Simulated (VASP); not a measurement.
# CuO (Tenorite) (C2/c) in VASP: a series of runs

Runs on CuO (Tenorite). Level: PBE. Tasks: single point.

Program: VASP 6.6.1. These are calculated values, not measurements. Logs are shortened: lines on timing, memory, paths and dates and some standing lists are left out, and cuts for length are marked.

## (1) Starting point

The structure is monoclinic, space group C2/c (No. 15). Conventional cell: a = 4.684 Å, b = 3.423 Å, c = 5.129 Å, α = 90.00°, β = 99.54°, γ = 90.00°. Cu (site symmetry -1) is surrounded by 4 O at 1.95 to 1.96 Å. Around O (site symmetry 2) lie 4 Cu at 1.95 to 1.96 Å.

## (2) Single point, PBE

Contents of INCAR:

```
ALGO = Normal
EDIFF = 1E-6
ENCUT = 520
GGA = PE
ISIF = 2
ISMEAR = 1
LASPH = T
LCHARG = F
LREAL = F
LWAVE = F
NBANDS = 25
NELM = 100
PREC = Accurate
SIGMA = 0.1
```

Contents of KPOINTS:

```
k-points
0
Gamma
  5 5 3
```

Contents of POSCAR:

```
CuO
1.0
    2.3418500000     -1.7113000000      0.0000000000
    2.3418500000      1.7113000000      0.0000000000
   -0.8500274300      0.0000000000      5.0578693900
Cu O
2 2
Direct
    0.0000000000      0.5000000000      0.0000000000
    0.5000000012      0.0000000012      0.5000000010
    0.5815999996      0.4183999996      0.2500000005
    0.4184000008      0.5816000008      0.7500000015
```

Potentials or basis: VASP PAW PBE potentials, release 64 (Cu, O).

Launch:

```sh
cat potpaw_PBE.64/Cu/POTCAR potpaw_PBE.64/O/POTCAR > POTCAR
mpirun -np 1 vasp_std > vasp.out
```

OUTCAR:

```text
EDIFF = 1E-6
   ENCUT = 520
   GGA = PE
   ISIF = 2
   ISMEAR = 1
   LASPH = T
   LREAL = F
   NELM = 100
   PREC = Accurate

 ion  position               nearest neighbor table
   1  0.000  0.500  0.000-   4 1.95   3 1.95   4 1.96   3 1.96
   2  0.500  0.000  0.500-   4 1.95   3 1.95   3 1.96   4 1.96
   3  0.582  0.418  0.250-   1 1.95   2 1.95   2 1.96   1 1.96
   4  0.418  0.582  0.750-   1 1.95   2 1.95   1 1.96   2 1.96

  LATTYP: Found a base centered monoclinic cell.
 ALAT       =     4.6837000000
 B/A-ratio  =     0.7307470589
 C/A-ratio  =     1.0950317048
 COS(beta)  =    -0.1657361236

  Lattice vectors:

 A1 = (   2.3418500000,  -1.7113000000,   0.0000000000)
 A2 = (   2.3418500000,   1.7113000000,   0.0000000000)
 A3 = (  -0.8500274300,   0.0000000000,   5.0578693900)

Analysis of symmetry for initial positions (statically):
=====================================================================
 Subroutine PRICEL returns:
 Original cell was already a primitive cell.

 Routine SETGRP: Setting up the symmetry group for a
 base centered monoclinic supercell.

 Subroutine GETGRP returns: Found  4 space group operations
 (whereof  2 operations were pure point group operations)
 out of a pool of  4 trial point group operations.

The static configuration has the point symmetry S_2 .
 The point group associated with its full space group is C_2h.

Analysis of symmetry for dynamics (positions and initial velocities):
=====================================================================
 Subroutine PRICEL returns:
 Original cell was already a primitive cell.

 Routine SETGRP: Setting up the symmetry group for a
 base centered monoclinic supercell.

 Subroutine GETGRP returns: Found  4 space group operations
 (whereof  2 operations were pure point group operations)
 out of a pool of  4 trial point group operations.

The dynamic configuration has the point symmetry S_2 .
 The point group associated with its full space group is C_2h.

 Subroutine INISYM returns: Found  4 space group operations
 (whereof  2 operations are pure point group operations),
 and found     1 'primitive' translations

[... 91 lines left out ...]
   ISPIN  =      1    spin polarized calculation?
   LNONCOLLINEAR =      F non collinear calculations
   LSORBIT =      F    spin-orbit coupling
   LASPH  =      T    aspherical Exc in radial PAW
   ENCUT  =  520.0 eV  38.22 Ry    6.18 a.u.   5.39  5.39  9.54*2*pi/ulx,y,z
   NELM   =    100;   NELMIN=  2; NELMDL= -5     # of ELM steps
   EDIFF  = 0.1E-05   stopping-criterion for ELM
   LREAL  =      F    real-space projection
   EDIFFG = 0.1E-04   stopping-criterion for IOM
   NSW    =      0    number of steps for IOM
   IBRION =     -1    ionic relax: 0-MD 1-quasi-New 2-CG
   NFREE  =      0    steps in history (QN), initial steepest desc. (CG)
   ISIF   =      2    stress and relaxation
   ISYM   =      2    0-nonsym 1-usesym 2-fastsym
   POTIM  = 0.5000    time-step for ionic-motion
   TEBEG  =    0.0;   TEEND  =   0.0 temperature during run
   PSTRESS=    0.0 pullay stress
   NELECT =      34.0000    total number of electrons
   NUPDOWN=      -1.0000    fix difference up-down
   EMIN   =  10.00;   EMAX   =-10.00  energy-range for DOS
   EFERMI =   0.00;   METHOD = LEGACY
   ISMEAR =     1;   SIGMA  =   0.10  broadening in eV -4-tet -1-fermi 0-gaus
   EFERMI_NEDOS =   21; number of points for ismear=-14 and -15
   IALGO  =     38    algorithm
   IMIX   =      4    mixing-type and parameters
     AMIX     =   0.40;   BMIX     =  1.00
     AMIX_MAG =   1.60;   BMIX_MAG =  1.00
  volume/ion in A,a.u.               =      10.13        68.39
  Fermi-wavevector in a.u.,A,eV,Ry     =   1.543856  2.917465 32.429379  2.383492
  Thomas-Fermi vector in A             =   2.649460
   LORBIT       =      0    0 simple, 1 ext, 2 COOP (PROOUT), +10 PAW based schemes
   GGA     = PE    functional components
   LHFCALC =     F    Hartree Fock is set to
   AEXX    =    0.0000 exact exchange contribution
   IVDW    =     0    specifies the selected vdW correction
   LEPSILON=     F    determine dielectric tensor
   LRPA    =     F    only Hartree local field effects (RPA)
 non-spin polarized calculation
 Methfessel and Paxton  Order N= 1 SIGMA  =   0.10
  energy-cutoff  :      520.00
  volume of cell :       40.54
 maximum number of plane-waves:      1129
 NGX is ok and might be reduce to    24
   NGX = 11   NGY = 11   NGZ = 19

 number of electron      34.0000001 magnetization

 Free energy of the ion-electron system (eV)
  ---------------------------------------------------
  ext. energy  EPLUGINS =         0.00000000
  ---------------------------------------------------
  free energy    TOTEN  =       -19.51558614 eV

  energy without entropy =      -19.51242991  energy(sigma->0) =      -19.51453407

 E-fermi :   5.7056     XC(G=0): -11.9155

 val. band max:        5.6950148008   @ k =   0.4000   0.0000   0.0000
 cond. band min:       5.7449940415   @ k =   0.2000   0.2000   0.3333
 fundamental gap:      0.0499792407
 Fermi energy:         5.7056244216

 k-point     1 :       0.0000    0.0000    0.0000
  band No.  band energies     occupation
      1     -14.2164      2.00000
      2     -12.8895      2.00000
      3      -2.4415      2.00000
      4       0.1586      2.00000
      5       0.5522      2.00000
      6       2.4022      2.00000
[... 661 lines left out ...]
     24      19.8353      0.00000
     25      21.6371      0.00000

------------------------ aborting loop because EDIFF is reached ----------------------------------------

  FORCE on cell =-STRESS in cart. coord.  units (eV):
  Direction    XX          YY          ZZ          XY          YZ          ZX
  --------------------------------------------------------------------------------------
  -------------------------------------------------------------------------------------
  Total        1.5221243      1.7639612      1.5829588      0.0000000      0.0000000     -0.3772216
  in kB       60.1558509     69.7134824     62.5600915      0.0000000      0.0000000    -14.9081684
  external PRESSURE =      64.1431416 kB  Pullay stress =       0.0000000 kB

 VOLUME and BASIS-vectors are now :
 -----------------------------------------------------------------------------
  energy-cutoff  :      520.00
  volume of cell :       40.54
      direct lattice vectors                 reciprocal lattice vectors
     2.341850000 -1.711300000  0.000000000     0.213506416 -0.292175539  0.035881968
     2.341850000  1.711300000  0.000000000     0.213506416  0.292175539  0.035881968
    -0.850027430  0.000000000  5.057869390     0.000000000  0.000000000  0.197711709

 POSITION                                       TOTAL-FORCE (eV/Angst)
 -----------------------------------------------------------------------------------
      1.17092      0.85565      0.00000         0.000000      0.000000      0.000000
      0.74591     -0.85565      2.52893         0.000000      0.000000      0.000000
      2.12934     -0.27928      1.26447        -0.000000      0.205460      0.000000
      1.70433      0.27928      3.79340         0.000000     -0.205460     -0.000000
 -----------------------------------------------------------------------------------
    total drift:                               -0.000001     -0.000002     -0.000011

  FREE ENERGIE OF THE ION-ELECTRON SYSTEM (eV)
  ---------------------------------------------------
  free  energy   TOTEN  =       -19.5155861416 eV

  energy  without entropy=      -19.5124299137  energy(sigma->0) =      -19.51453407
```

OSZICAR:

```text
N       E                     dE             d eps       ncg     rms          rms(c)
DAV:   1     0.287259218544E+03    0.28726E+03   -0.16432E+04  1288   0.217E+03
DAV:   2     0.911037412943E+01   -0.27815E+03   -0.25607E+03  1235   0.393E+02
DAV:   3    -0.244956569762E+02   -0.33606E+02   -0.31892E+02  1442   0.152E+02
DAV:   4    -0.256131963855E+02   -0.11175E+01   -0.11100E+01  1515   0.297E+01
DAV:   5    -0.256363980151E+02   -0.23202E-01   -0.23188E-01  1550   0.376E+00    0.174E+01
DAV:   6    -0.229449613308E+02    0.26914E+01   -0.35342E+01  1738   0.149E+02    0.133E+01
DAV:   7    -0.194528481297E+02    0.34921E+01   -0.97841E+00  1454   0.114E+02    0.259E+00
DAV:   8    -0.195503790983E+02   -0.97531E-01   -0.15081E+00  1284   0.845E+00    0.160E+00
DAV:   9    -0.195193533756E+02    0.31026E-01   -0.56524E-02  2024   0.621E+00    0.487E-01
DAV:  10    -0.195161521768E+02    0.32012E-02   -0.12859E-02  1760   0.167E+00    0.323E-01
DAV:  11    -0.195155292474E+02    0.62293E-03   -0.57819E-03  1849   0.696E-01    0.481E-02
DAV:  12    -0.195155522934E+02   -0.23046E-04   -0.28342E-04  1639   0.190E-01    0.279E-02
DAV:  13    -0.195155873492E+02   -0.35056E-04   -0.36413E-05  1811   0.763E-02    0.851E-03
DAV:  14    -0.195155863064E+02    0.10429E-05   -0.61490E-07  1055   0.319E-02    0.437E-03
DAV:  15    -0.195155861416E+02    0.16481E-06   -0.12575E-06   802   0.138E-02
   1 F= -.19515586E+02 E0= -.19514534E+02  d E =-.315623E-02
```

stdout:

```text
POSCAR found type information on POSCAR CuO
 POSCAR found :  2 types and       4 ions
 scaLAPACK will be used
 LDA part: xc-table for (Slater+PW92), standard interpolation
 POSCAR, INCAR and KPOINTS ok, starting setup
 FFT: planning ... GRIDC
 FFT: planning ... GRID_SOFT
 FFT: planning ... GRID
 WAVECAR not read
 entering main loop
```

Wall time 10 s (1 thread of Intel Xeon 6975P-C (Granite Rapids), shared host); peak memory 0.16 GiB.

Results:

```yaml
Free_energy: -19.5156 eV
Pressure: 6.4 GPa
Largest_force: 0.205 eV/Å
Band_gap_on_the_k_mesh: none (metal or under the smearing width)
```

Forces in eV/Å, atoms in the order of the input:
```
Cu   0.000  0.000  0.000
Cu   0.000  0.000  0.000
O    0.000  0.205  0.000
O    0.000 -0.205  0.000
```

Stress tensor (GPa, compression positive):
```
 6.02  0.00 -1.49
 0.00  6.97  0.00
-1.49  0.00  6.26
```

Caveat: the k mesh is coarse (spacing up to 0.46 Å⁻¹), so the values aren't converged; the run has no spin polarisation, though such a crystal can be magnetic; semilocal functionals often make such compounds metallic where correlation or magnetic order opens a gap, which also shifts bond lengths. With open d or f shells a metallic result of PBE can be an artefact of self-interaction; +U or a hybrid may open a gap.

## (3) Single point, PBE

Contents of INCAR:

```
PREC     = Accurate       # precision mode
ENCUT    = 520            # plane-wave cutoff, eV
EDIFF    = 1E-6           # SCF threshold, eV
ISMEAR   = 1              # smearing method
SIGMA    = 0.1            # smearing width, eV
LREAL    = False          # projectors in reciprocal space
LASPH    = True           # aspherical terms in the spheres
NELM     = 100            # most SCF steps
ALGO     = Fast           # electronic algorithm
ISIF     = 2              # what is computed and relaxed
LWAVE    = False          # write WAVECAR
LCHARG   = True           # write CHGCAR
GGA      = PE             # functional
LELF     = True           # ELF
LVHAR    = True         
NBANDS   = 25             # bands
```

Contents of KPOINTS:

```
Automatic mesh
0
Gamma
  10 10 6
```

POSCAR is that of step 2.

Potentials or basis: VASP PAW PBE potentials, release 64 (Cu, O).

Launch:

```sh
cat potpaw_PBE.64/Cu/POTCAR potpaw_PBE.64/O/POTCAR > POTCAR
mpirun -np 1 vasp_std > vasp.out
```

Wall time 69 s (1 thread of Intel Xeon 6975P-C (Granite Rapids), shared host); peak memory 0.26 GiB.

Results (log left out):

```yaml
Free_energy: -19.5222 eV
Pressure: 6.4 GPa
Largest_force: 0.221 eV/Å
Band_gap_on_the_k_mesh: none (metal or under the smearing width)
```

Forces on the atoms (eV/Å):
```
Cu   0.000  0.000  0.000
Cu   0.000  0.000  0.000
O    0.000  0.221  0.000
O    0.000 -0.221  0.000
```

Stress tensor (GPa, compression positive):
```
 6.32  0.00 -1.24
 0.00  7.19  0.00
-1.24  0.00  5.73
```

Levels at points of the mesh, in eV from the Fermi level:
```tsv
k point	band 14	band 15	band 16	band 17	band 18	band 19	band 20	band 21
(0.00, 0.00, 0.00)	-2.23	-2.18	-1.67	0.21	0.94	1.72	6.05	8.17
(0.50, 0.00, 0.00)	-1.61	-1.52	-1.43	0.00	0.25	4.88	6.33	6.96
(0.50, 0.50, 0.00)	-2.14	-1.68	-1.23	-0.67	1.06	3.36	7.12	8.53
(0.00, 0.00, 0.50)	-2.23	-1.52	-1.52	0.24	0.24	3.94	3.94	11.70
(0.50, 0.00, 0.50)	-2.16	-1.74	-1.62	-0.10	0.74	5.13	6.56	8.07
(0.50, 0.50, 0.50)	-1.67	-1.32	-1.32	-0.42	-0.42	5.23	5.23	9.04
```

Caveat: the run has no spin polarisation, though such a crystal can be magnetic; semilocal functionals often make such compounds metallic where correlation or magnetic order opens a gap, which also shifts bond lengths. With open d or f shells a metallic result of PBE can be an artefact of self-interaction; +U or a hybrid may open a gap.
